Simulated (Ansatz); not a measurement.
Input of an Ansatz 0.2.0 run:

The input input.yaml:

```yaml
crystal:
  lattice:
    - [-1.572281, 1.572281, 1.572281]
    - [1.572281, -1.572281, 1.572281]
    - [1.572281, 1.572281, -1.572281]
  atoms:
    - { symbol: Pd, position: [0.0, 0.0, 0.0] }
hamiltonian:
  xc: pbe
  pseudopotentials: { kind: paw }
kpoints:
  mp_grid: { grid: [9, 9, 9] }
scf:
  occupations: { method: fermi_dirac, width: 0.05 }
phonons:
  method: dfpt
```

Potentials or basis: Ansatz PAW.

Command:

```bash
$ ansatz run input.yaml --threads 2 --pin off --max-ram 5632MiB --backend cpu --events-out ev --progress --plain --runs-dir out
```

Problem. Estimate the band gap on the k mesh.

Solution. None (metal or under the smearing width).
